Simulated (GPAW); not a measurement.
Input of a GPAW 26.7.0 run:

run.py

```python
from ase.dft.bandgap import bandgap
from ase.io import read, write
from ase.units import GPa
from gpaw import GPAW, PW

atoms = read('CdSe.xyz')

calc = GPAW(mode=PW(800),
            xc='LDA',
            kpts={'size': (6, 6, 6), 'gamma': True},
            occupations={'name': 'fermi-dirac', 'width': 0.05},
            setups='hgh',
            nbands=-9,
            convergence={'density': 1e-05, 'energy': 1e-05},
            maxiter=150,
            txt='gpaw.txt')
atoms.calc = calc
energy = atoms.get_potential_energy()
forces = atoms.get_forces()
stress = atoms.get_stress()
calc.write('gs.gpw')
write('result.traj', atoms)
print(f'Energy: {energy:.6f} eV')
print('Forces (eV/A):')
print(forces.round(4))
print('Stress (GPa):', (stress / GPa).round(3))
print('Fermi level:', round(calc.get_fermi_level(), 4), 'eV')
print(f'Gap: {bandgap(calc)[0]:.4f} eV, direct: {bandgap(calc, direct=True)[0]:.4f} eV')

path = atoms.cell.bandpath('GXWKGLUWLK,UX', npoints=80, eps=1e-4)
bs_calc = calc.fixed_density(kpts=path, symmetry='off', nbands=-20,
                             convergence={'bands': 'CBM+6.0', 'eigenstates': 1e-6}, txt='bands.txt')
bs = bs_calc.band_structure()
bs.write('bs.json')
print(f'Gap on the path: {bandgap(bs_calc)[0]:.4f} eV')
```

The input CdSe.xyz:

```xyz
2
Lattice="0.0000000000 3.0702711986 3.0702711986 3.0702711986 0.0000000000 3.0702711986 3.0702711986 3.0702711986 0.0000000000" Properties=species:S:1:pos:R:3 pbc="T T T"
Cd     0.0000000000      0.0000000000      0.0000000000
Se     1.5351355993      1.5351355993      1.5351355993
```

Potentials or basis: HGH pseudopotentials, pw.

Run with:

```console
$ OMP_NUM_THREADS=1 python run.py
```

Question: What does it give for the band gap along the path?

Answer: 0.84 eV, direct.

Question: What does it give for the pressure?

Answer: -10.9 GPa.

Levels at the corners of the path, in eV from the valence-band top:
```csv
point,band 1,band 2,band 3,band 4,band 5,band 6,band 7,band 8
Γ,-12.10,0.00,0.00,0.00,0.84,6.23,6.23,6.23
X,-11.27,-3.80,-1.56,-1.56,3.31,3.94,9.34,10.33
W,-11.26,-3.59,-2.07,-1.87,5.35,5.38,6.70,7.73
K,-11.28,-3.65,-2.26,-1.27,3.90,5.44,8.37,8.81
Γ,-12.10,0.00,0.00,0.00,0.84,6.23,6.23,6.23
L,-11.48,-3.98,-0.61,-0.61,2.63,6.66,6.66,7.67
U,-11.28,-3.65,-2.26,-1.27,3.90,5.44,8.37,8.81
W,-11.26,-3.59,-2.07,-1.87,5.35,5.38,6.70,7.73
L,-11.48,-3.98,-0.61,-0.61,2.63,6.66,6.66,7.67
K,-11.28,-3.65,-2.26,-1.27,3.90,5.44,8.37,8.81
U,-11.28,-3.65,-2.26,-1.27,3.90,5.44,8.37,8.81
X,-11.27,-3.80,-1.56,-1.56,3.31,3.94,9.34,10.33
```

Caveat: HGH potentials are hard and often keep d shells in the core, so these values are rough. Expect the measured gap to be larger: semilocal functionals such as LDA lack the derivative discontinuity.
